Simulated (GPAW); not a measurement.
Write an ASE script for GPAW 26.7.0 that does the following.

```
Task                : equation of state
Functional          : BLYP
Potentials or basis : PAW data sets generated in the run's folder for this functional
Cutoff              : 600 eV
Basis               : pw
k mesh              : 6 × 6 × 6
Occupations         : fermi-dirac, width 0.05 eV
Spin                : no spin polarisation
Eigensolver         : davidson
Maxiter             : 150
Eos scales          : [0.94, 0.96, 0.98, 1.0, 1.02, 1.04, 1.06]
```

The structure of CdTe lies in CdTe.cif:

```cif
data_CdTe
_cell_length_a 6.41000000
_cell_length_b 6.41000000
_cell_length_c 6.41000000
_cell_angle_alpha 90.00000000
_cell_angle_beta 90.00000000
_cell_angle_gamma 90.00000000
_space_group_name_H-M_alt 'F-43m'
_space_group_name_Hall 'F -4 2 3'
_space_group_IT_number 216
loop_
_space_group_symop_operation_xyz
'x,y,z'
'y,-x,-z'
'-x,-y,z'
'-y,x,-z'
'x,-y,-z'
'y,x,z'
'-x,y,-z'
'-y,-x,z'
'z,x,y'
'-z,y,-x'
'z,-x,-y'
'-z,-y,x'
'-z,x,-y'
'z,y,x'
'-z,-x,y'
'z,-y,-x'
'y,z,x'
'-x,-z,y'
'-y,z,-x'
'x,-z,-y'
'-y,-z,x'
'x,z,y'
'y,-z,-x'
'-x,z,-y'
'x,y+1/2,z+1/2'
'y,-x+1/2,-z+1/2'
'-x,-y+1/2,z+1/2'
'-y,x+1/2,-z+1/2'
'x,-y+1/2,-z+1/2'
'y,x+1/2,z+1/2'
'-x,y+1/2,-z+1/2'
'-y,-x+1/2,z+1/2'
'z,x+1/2,y+1/2'
'-z,y+1/2,-x+1/2'
'z,-x+1/2,-y+1/2'
'-z,-y+1/2,x+1/2'
'-z,x+1/2,-y+1/2'
'z,y+1/2,x+1/2'
'-z,-x+1/2,y+1/2'
'z,-y+1/2,-x+1/2'
'y,z+1/2,x+1/2'
'-x,-z+1/2,y+1/2'
'-y,z+1/2,-x+1/2'
'x,-z+1/2,-y+1/2'
'-y,-z+1/2,x+1/2'
'x,z+1/2,y+1/2'
'y,-z+1/2,-x+1/2'
'-x,z+1/2,-y+1/2'
'x+1/2,y,z+1/2'
'y+1/2,-x,-z+1/2'
'-x+1/2,-y,z+1/2'
'-y+1/2,x,-z+1/2'
'x+1/2,-y,-z+1/2'
'y+1/2,x,z+1/2'
'-x+1/2,y,-z+1/2'
'-y+1/2,-x,z+1/2'
'z+1/2,x,y+1/2'
'-z+1/2,y,-x+1/2'
'z+1/2,-x,-y+1/2'
'-z+1/2,-y,x+1/2'
'-z+1/2,x,-y+1/2'
'z+1/2,y,x+1/2'
'-z+1/2,-x,y+1/2'
'z+1/2,-y,-x+1/2'
'y+1/2,z,x+1/2'
'-x+1/2,-z,y+1/2'
'-y+1/2,z,-x+1/2'
'x+1/2,-z,-y+1/2'
'-y+1/2,-z,x+1/2'
'x+1/2,z,y+1/2'
'y+1/2,-z,-x+1/2'
'-x+1/2,z,-y+1/2'
'x+1/2,y+1/2,z'
'y+1/2,-x+1/2,-z'
'-x+1/2,-y+1/2,z'
'-y+1/2,x+1/2,-z'
'x+1/2,-y+1/2,-z'
'y+1/2,x+1/2,z'
'-x+1/2,y+1/2,-z'
'-y+1/2,-x+1/2,z'
'z+1/2,x+1/2,y'
'-z+1/2,y+1/2,-x'
'z+1/2,-x+1/2,-y'
'-z+1/2,-y+1/2,x'
'-z+1/2,x+1/2,-y'
'z+1/2,y+1/2,x'
'-z+1/2,-x+1/2,y'
'z+1/2,-y+1/2,-x'
'y+1/2,z+1/2,x'
'-x+1/2,-z+1/2,y'
'-y+1/2,z+1/2,-x'
'x+1/2,-z+1/2,-y'
'-y+1/2,-z+1/2,x'
'x+1/2,z+1/2,y'
'y+1/2,-z+1/2,-x'
'-x+1/2,z+1/2,-y'
loop_
_atom_site_label
_atom_site_type_symbol
_atom_site_symmetry_multiplicity
_atom_site_Wyckoff_symbol
_atom_site_fract_x
_atom_site_fract_y
_atom_site_fract_z
_atom_site_occupancy
Te1 Te 4 c 0.2500000000 0.2500000000 0.2500000000 1
Cd1 Cd 4 a 0.0000000000 0.0000000000 0.0000000000 1
```

These files were run (other wordings do the same):

run.py

```python
import spglib
from ase import Atoms
from ase.eos import EquationOfState
from ase.io import Trajectory, read
from ase.units import GPa
from gpaw import GPAW, PW, setup_paths

setup_paths.insert(0, '.')

atoms = read('CdTe.cif')
cell, positions, numbers = spglib.find_primitive(
    (atoms.cell[:], atoms.get_scaled_positions(), atoms.numbers), symprec=1e-4)
atoms = Atoms(numbers, cell=cell, scaled_positions=positions, pbc=True)

traj = Trajectory('eos.traj', 'w')
volumes, energies = [], []
for x in [0.94, 0.96, 0.98, 1.0, 1.02, 1.04, 1.06]:
    a = atoms.copy()
    a.set_cell(atoms.cell * x**(1 / 3), scale_atoms=True)
    calc = GPAW(mode=PW(600),
                xc='BLYP',
                kpts={'size': (6, 6, 6), 'gamma': True},
                occupations={'name': 'fermi-dirac', 'width': 0.05},
                nbands=18,
                convergence={'density': 1e-05, 'energy': 1e-05},
                eigensolver='davidson',
                maxiter=150,
                txt=f'eos-{x:.2f}.txt')
    a.calc = calc
    energies.append(a.get_potential_energy(force_consistent=True))
    volumes.append(a.get_volume())
    p = -a.get_stress()[:3].mean() / GPa
    calc.write(f'eos-{x:.2f}.gpw')
    traj.write(a)
    print(f'{x:.2f} {volumes[-1]:10.4f} A^3 {energies[-1]:14.6f} eV {p:9.3f} GPa', flush=True)

v0, e0, B = EquationOfState(volumes, energies, eos='birchmurnaghan').fit()
print(f'V0 = {v0:.4f} A^3, E0 = {e0:.6f} eV, B0 = {B / GPa:.2f} GPa')
```

Potentials or basis: PAW data sets generated in the run's folder for this functional, pw.

Command:

```sh
$ gpaw-setup -f BLYP Cd Te
$ OMP_NUM_THREADS=1 python run.py
```

Results of the run:

```json
{"Equilibrium volume": "38.35 Å³/atom (rough: see the caveat)", "Bulk modulus": "30 GPa (rough)"}
```

Caveat: the minimum lies outside the volumes run.

Run time: 35 s on 1 thread of AMD EPYC 9R45 96-Core Processor (Zen 5), with other jobs on the host, peak memory 0.28 GiB.
